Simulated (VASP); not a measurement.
# InH (Pm-3m) in VASP: a series of runs

Runs on InH. Level: LDA. Tasks: single point.

Program: VASP 6.6.1. These are calculated values, not measurements. Logs are shortened: lines on timing, memory, paths and dates and some standing lists are left out, and cuts for length are marked.

**1. The structure**

It takes space group Pm-3m (No. 221, cubic). The conventional cell has a = 2.607 Å, b = 2.607 Å, c = 2.607 Å, α = 90.00°, β = 90.00°, γ = 90.00°. In (site symmetry m-3m) has 8 H at 2.26 Å as nearest neighbours. Around H (site symmetry m-3m) lie 8 In at 2.26 Å.

The cell comes from a database or a generator and needn't be the stable form of this composition.

**2. Single point, LDA**

Input file INCAR:

```
PREC     = Accurate       # precision mode
ENCUT    = 520            # plane-wave cutoff, eV
EDIFF    = 1E-7           # SCF threshold, eV
ISMEAR   = 0              # smearing method
SIGMA    = 0.05           # smearing width, eV
LREAL    = False          # projectors in reciprocal space
LASPH    = True           # aspherical terms in the spheres
NELM     = 80             # most SCF steps
ALGO     = Normal         # electronic algorithm
ISIF     = 2              # what is computed and relaxed
LWAVE    = False          # write WAVECAR
LCHARG   = False          # write CHGCAR
NBANDS   = 14             # bands
```

Input file KPOINTS:

```
Automatic mesh
0
Gamma
  6 6 6
```

Input file POSCAR:

```
InH
1.0
    2.6067364654      0.0000000000      0.0000000000
    0.0000000000      2.6067364654      0.0000000000
    0.0000000000      0.0000000000      2.6067364654
In H
1 1
Direct
    0.0000000000      0.0000000000      0.0000000000
    0.5000000000      0.5000000000      0.5000000000
```

Potentials or basis: VASP PAW LDA potentials, release 64 (In_d, H).

The run is started by

```sh
$ cat potpaw_LDA.64/In_d/POTCAR potpaw_LDA.64/H/POTCAR > POTCAR
$ mpirun -np 1 vasp_std > vasp.out
```

OUTCAR:

```text
PREC = Accurate
   ENCUT = 520
   EDIFF = 1E-7
   ISMEAR = 0
   LREAL = False
   LASPH = True
   NELM = 80
   ISIF = 2

 ion  position               nearest neighbor table
   1  0.000  0.000  0.000-   2 2.26   2 2.26   2 2.26   2 2.26   2 2.26   2 2.26   2 2.26   2 2.26

   2  0.500  0.500  0.500-   1 2.26   1 2.26   1 2.26   1 2.26   1 2.26   1 2.26   1 2.26   1 2.26

  LATTYP: Found a simple cubic cell.
 ALAT       =     2.6067364654

  Lattice vectors:

 A1 = (   2.6067364654,   0.0000000000,   0.0000000000)
 A2 = (   0.0000000000,   2.6067364654,   0.0000000000)
 A3 = (   0.0000000000,   0.0000000000,   2.6067364654)

Analysis of symmetry for initial positions (statically):
=====================================================================
 Subroutine PRICEL returns:
 Original cell was already a primitive cell.

 Routine SETGRP: Setting up the symmetry group for a
 simple cubic supercell.

 Subroutine GETGRP returns: Found 48 space group operations
 (whereof 48 operations were pure point group operations)
 out of a pool of 48 trial point group operations.

The static configuration has the point symmetry O_h .

Analysis of symmetry for dynamics (positions and initial velocities):
=====================================================================
 Subroutine PRICEL returns:
 Original cell was already a primitive cell.

 Routine SETGRP: Setting up the symmetry group for a
 simple cubic supercell.

 Subroutine GETGRP returns: Found 48 space group operations
 (whereof 48 operations were pure point group operations)
 out of a pool of 48 trial point group operations.

The dynamic configuration has the point symmetry O_h .

 Subroutine INISYM returns: Found 48 space group operations
 (whereof 48 operations are pure point group operations),
 and found     1 'primitive' translations

----------------------------------------------------------------------------------------

                                     Primitive cell

  volume of cell :      17.7130

  direct lattice vectors                    reciprocal lattice vectors
     2.606736465  0.000000000  0.000000000     0.383621441  0.000000000  0.000000000
     0.000000000  2.606736465  0.000000000     0.000000000  0.383621441  0.000000000
     0.000000000  0.000000000  2.606736465     0.000000000  0.000000000  0.383621441

  length of vectors
     2.606736465  2.606736465  2.606736465     0.383621441  0.383621441  0.383621441

  position of ions in fractional coordinates (direct lattice)
[... 85 lines left out ...]
   NELECT =      14.0000    total number of electrons
   NUPDOWN=      -1.0000    fix difference up-down
   EMIN   =  10.00;   EMAX   =-10.00  energy-range for DOS
   EFERMI =   0.00;   METHOD = LEGACY
   ISMEAR =     0;   SIGMA  =   0.05  broadening in eV -4-tet -1-fermi 0-gaus
   EFERMI_NEDOS =   21; number of points for ismear=-14 and -15
   IALGO  =     38    algorithm
   IMIX   =      4    mixing-type and parameters
     AMIX     =   0.40;   BMIX     =  1.00
     AMIX_MAG =   1.60;   BMIX_MAG =  1.00
  volume/ion in A,a.u.               =       8.86        59.77
  Fermi-wavevector in a.u.,A,eV,Ry     =   1.513632  2.860350 31.172072  2.291083
  Thomas-Fermi vector in A             =   2.623397
   LORBIT       =      0    0 simple, 1 ext, 2 COOP (PROOUT), +10 PAW based schemes
   GGA     = CA    functional components
   LHFCALC =     F    Hartree Fock is set to
   AEXX    =    0.0000 exact exchange contribution
   IVDW    =     0    specifies the selected vdW correction
   LEPSILON=     F    determine dielectric tensor
   LRPA    =     F    only Hartree local field effects (RPA)
 non-spin polarized calculation
 Gauss-broadening in eV      SIGMA  =   0.05
  energy-cutoff  :      520.00
  volume of cell :       17.71
 maximum number of plane-waves:       487
 NGX is ok and might be reduce to    20
   NGX =  9   NGY =  9   NGZ =  9

 number of electron      14.0000000 magnetization

 Free energy of the ion-electron system (eV)
  ---------------------------------------------------
  ext. energy  EPLUGINS =         0.00000000
  ---------------------------------------------------
  free energy    TOTEN  =        -4.01262721 eV

  energy without entropy =       -4.00956113  energy(sigma->0) =       -4.01109417

 E-fermi :  13.9041     XC(G=0): -13.1549

 val. band max:       13.7314674203   @ k =   0.5000   0.5000   0.0000
 cond. band min:      13.9115711130   @ k =   0.3333   0.3333   0.1667
 fundamental gap:      0.1801036927
 Fermi energy:        13.9041304211

 k-point     1 :       0.0000    0.0000    0.0000
  band No.  band energies     occupation
      1      -3.2231      2.00000
      2      -3.2231      2.00000
      3      -1.2820      2.00000
      4      -0.9857      2.00000
      5      -0.9857      2.00000
      6      -0.9857      2.00000
      7      19.3572      0.00000
      8      21.7834      0.00000
      9      21.7834      0.00000
     10      21.7834      0.00000
     11      27.0294      0.00000
     12      27.0294      0.00000
     13      37.8252      0.00000
     14      37.8252      0.00000
[... 309 lines left out ...]
      1      -2.6339      2.00000
      2      -2.6339      2.00000
      3      -2.6339      2.00000
      4      -0.3534      2.00000
      5      -0.3534      2.00000
      6      10.8987      2.00000
      7      15.9820      0.00000
      8      15.9820      0.00000
      9      15.9820      0.00000
     10      21.0710      0.00000
     11      21.0710      0.00000
     12      21.0710      0.00000
     13      22.3809      0.00000
     14      45.1789      0.00000

------------------------ aborting loop because EDIFF is reached ----------------------------------------

  FORCE on cell =-STRESS in cart. coord.  units (eV):
  Direction    XX          YY          ZZ          XY          YZ          ZX
  --------------------------------------------------------------------------------------
  -------------------------------------------------------------------------------------
  Total        8.7135217      8.7135217      8.7135217      0.0000000      0.0000000     -0.0000000
  in kB      788.1573271    788.1573271    788.1573271      0.0000000      0.0000000     -0.0000000
  external PRESSURE =     788.1573271 kB  Pullay stress =       0.0000000 kB

 VOLUME and BASIS-vectors are now :
 -----------------------------------------------------------------------------
  energy-cutoff  :      520.00
  volume of cell :       17.71
      direct lattice vectors                 reciprocal lattice vectors
     2.606736465  0.000000000  0.000000000     0.383621441  0.000000000  0.000000000
     0.000000000  2.606736465  0.000000000     0.000000000  0.383621441  0.000000000
     0.000000000  0.000000000  2.606736465     0.000000000  0.000000000  0.383621441

 POSITION                                       TOTAL-FORCE (eV/Angst)
 -----------------------------------------------------------------------------------
      0.00000      0.00000      0.00000         0.000000      0.000000      0.000000
      1.30337      1.30337      1.30337         0.000000      0.000000      0.000000
 -----------------------------------------------------------------------------------
    total drift:                                0.000000      0.000000      0.000000

  FREE ENERGIE OF THE ION-ELECTRON SYSTEM (eV)
  ---------------------------------------------------
  free  energy   TOTEN  =        -4.0126272068 eV

  energy  without entropy=       -4.0095611312  energy(sigma->0) =       -4.01109417
```

stdout:

```text
POSCAR found type information on POSCAR InH
 POSCAR found :  2 types and       2 ions
 scaLAPACK will be used
 LDA part: xc-table for (Slater(with rela. corr.)+CA(PZ))
 , standard interpolation
 POSCAR, INCAR and KPOINTS ok, starting setup
 FFT: planning ... GRIDC
 FFT: planning ... GRID_SOFT
 FFT: planning ... GRID
 WAVECAR not read
 entering main loop
```

It took 4.3 s on 1 thread of Intel Xeon Platinum 8259CL at 2.50GHz (Skylake/Cascade Lake), shared host; peak memory 0.11 GiB.

What came out:

| Quantity | Value |
| --- | --- |
| Free energy | -4.0126 eV |
| Pressure | 78.8 GPa |
| Band gap on the k mesh | none (metal or under the smearing width) |

Levels at points of the mesh, in eV from the Fermi level:
```
           k point  band 5  band 6  band 7  band 8  band 9  band 10
(0.00, 0.00, 0.00)  -14.89  -14.89    5.45    7.88    7.88     7.88
(0.50, 0.00, 0.00)  -14.83   -9.82   -6.98    7.81   12.51    13.74
(0.50, 0.50, 0.00)  -14.30   -3.26   -2.90   -2.90   -0.17    16.55
(0.50, 0.50, 0.50)  -14.26   -3.01    2.08    2.08    2.08     7.17
```

Caveat: the k mesh is coarse (spacing up to 0.40 Å⁻¹), so the values aren't converged; a pressure of tens of GPa on the cell as given is suspect, and the run, the potentials or the cell itself is likely at fault.

**3. Single point, LDA**

This run uses another cell than the first one, of 14.25 Å³/atom, 1.609 times its volume.

Input file INCAR:

```
ALGO = Normal ; EDIFF = 1E-6
ENCUT = 520 ; ISIF = 2
ISMEAR = 0 ; LASPH = True
LCHARG = False ; LREAL = False
LWAVE = False ; NBANDS = 14
NELM = 80 ; PREC = Accurate
SIGMA = 0.05
```

Input file KPOINTS:

```
k-points
0
Gamma
  6 6 6
```

Input file POSCAR:

```
InH
1.0
    3.0544658225      0.0000000000      0.0000000000
    0.0000000000      3.0544658225      0.0000000000
    0.0000000000      0.0000000000      3.0544658225
In H
1 1
Direct
    0.0000000000      0.0000000000      0.0000000000
    0.5000000000      0.5000000000      0.5000000000
```

Potentials or basis: VASP PAW LDA potentials, release 64 (In_d, H).

The run is started by

```sh
$ cat potpaw_LDA.64/In_d/POTCAR potpaw_LDA.64/H/POTCAR > POTCAR
$ mpirun -np 1 vasp_std > vasp.out
```

Wall time 4.7 s (1 thread of Intel Xeon Platinum 8259CL at 2.50GHz (Skylake/Cascade Lake), shared host); peak memory 0.12 GiB.

The run converged. Its results:

```yaml
Free_energy: -5.7338 eV
Pressure: -0.2 GPa
Band_gap_on_the_k_mesh: none (metal or under the smearing width)
```

Levels at points of the mesh, in eV from the Fermi level:
```csv
k point,band 3,band 4,band 5,band 6,band 7,band 8,band 9,band 10,band 11,band 12
"(0.00, 0.00, 0.00)",-14.22,-14.22,-14.22,-10.38,2.87,6.40,6.40,6.40,10.10,10.10
"(0.50, 0.00, 0.00)",-14.43,-14.43,-14.20,-6.10,-5.86,5.52,9.84,9.84,12.11,13.22
"(0.50, 0.50, 0.00)",-14.39,-14.39,-14.02,-2.30,-1.96,-1.24,-1.24,13.09,13.46,14.42
"(0.50, 0.50, 0.50)",-14.69,-14.00,-14.00,-1.36,1.74,1.74,1.74,2.47,6.05,6.05
```

**4. Single point, LDA**

This run uses another cell than the first one, of 13.84 Å³/atom, 1.563 times its volume.

Input file INCAR:

```
SYSTEM = InH
PREC = Accurate
ENCUT = 520
EDIFF = 1E-6
ISMEAR = 0
SIGMA = 0.05
LREAL = .False.
LASPH = .True.
NELM = 100
ALGO = Fast
ISIF = 2
LWAVE = .False.
LCHARG = .False.
NBANDS = 14
```

Input file KPOINTS:

```
regular mesh
0
Gamma
  6 6 6
  0 0 0
```

Input file POSCAR:

```
InH
1.0
    3.0248497175      0.0000000000      0.0000000000
    0.0000000000      3.0248497175      0.0000000000
    0.0000000000      0.0000000000      3.0248497175
In H
1 1
Direct
    0.0000000000      0.0000000000      0.0000000000
    0.5000000000      0.5000000000      0.5000000000
```

The run is started by

```sh
$ cat potpaw_LDA.64/In_d/POTCAR potpaw_LDA.64/H/POTCAR > POTCAR
$ mpirun -np 1 vasp_std > vasp.out
```

It took 6.4 s on 1 thread of Intel Xeon Platinum 8259CL at 2.50GHz (Skylake/Cascade Lake), shared host; peak memory 0.13 GiB.

The run converged. Its results:

| Quantity | Value |
| --- | --- |
| Free energy | -5.7294 eV |
| Pressure | 1.8 GPa |
| Band gap on the k mesh | none (metal or under the smearing width) |

Levels at points of the mesh, in eV from the Fermi level:
```
           k point  band 5  band 6  band 7  band 8  band 9  band 10
(0.00, 0.00, 0.00)  -14.19  -10.57    3.05    6.54    6.54     6.54
(0.50, 0.00, 0.00)  -14.17   -6.24   -5.88    5.70   10.11    10.11
(0.50, 0.50, 0.00)  -13.97   -2.32   -1.84   -1.27   -1.27    13.36
(0.50, 0.50, 0.50)  -13.96   -1.38    1.80    1.80    1.80     2.79
```

**5. Single point, LDA**

This run uses another cell than the first one, of 13.94 Å³/atom, 1.573 times its volume.

Input file INCAR:

```
SYSTEM = InH
ALGO = Normal
EDIFF = 1E-6
ENCUT = 520
ISIF = 2
ISMEAR = -1
LASPH = .TRUE.
LCHARG = .TRUE.
LELF = .TRUE.
LREAL = .FALSE.
LVHAR = .TRUE.
LWAVE = .FALSE.
NBANDS = 14
NELM = 100
PREC = Accurate
SIGMA = 0.15
```

Input file KPOINTS:

```
k-points
0
G
  14 14 14
  0 0 0
```

Input file POSCAR:

```
InH
1.0
    3.0319000000      0.0000000000      0.0000000000
    0.0000000000      3.0319000000      0.0000000000
    0.0000000000      0.0000000000      3.0319000000
In H
1 1
Direct
    0.0000000000      0.0000000000      0.0000000000
    0.5000000000      0.5000000000      0.5000000000
```

The run is started by

```sh
$ cat potpaw_LDA.64/In_d/POTCAR potpaw_LDA.64/H/POTCAR > POTCAR
$ mpirun -np 1 vasp_std > vasp.out
```

Run time: 24 s. Hardware: 1 thread of AMD EPYC 9R45 (Zen 5), shared host; peak memory 0.13 GiB.

It converged, with:

```yaml
Free_energy: -5.7113 eV
Pressure: 1.2 GPa
Band_gap_on_the_k_mesh: none (metal or under the smearing width)
```

Levels at points of the mesh, in eV from the Fermi level:
| k point | band 3 | band 4 | band 5 | band 6 | band 7 | band 8 | band 9 | band 10 | band 11 | band 12 |
| --- | --- | --- | --- | --- | --- | --- | --- | --- | --- | --- |
| (0.00, 0.00, 0.00) | -14.24 | -14.24 | -14.24 | -10.53 | 3.03 | 6.49 | 6.49 | 6.49 | 10.23 | 10.23 |
| (0.50, 0.00, 0.00) | -14.46 | -14.46 | -14.22 | -6.20 | -5.90 | 5.67 | 10.02 | 10.02 | 12.18 | 13.39 |
| (0.50, 0.50, 0.00) | -14.43 | -14.43 | -14.03 | -2.28 | -1.90 | -1.28 | -1.28 | 13.30 | 13.77 | 14.55 |
| (0.50, 0.50, 0.50) | -14.75 | -14.02 | -14.02 | -1.33 | 1.76 | 1.76 | 1.76 | 2.68 | 6.11 | 6.11 |

(Continued in part 2 of 2.)
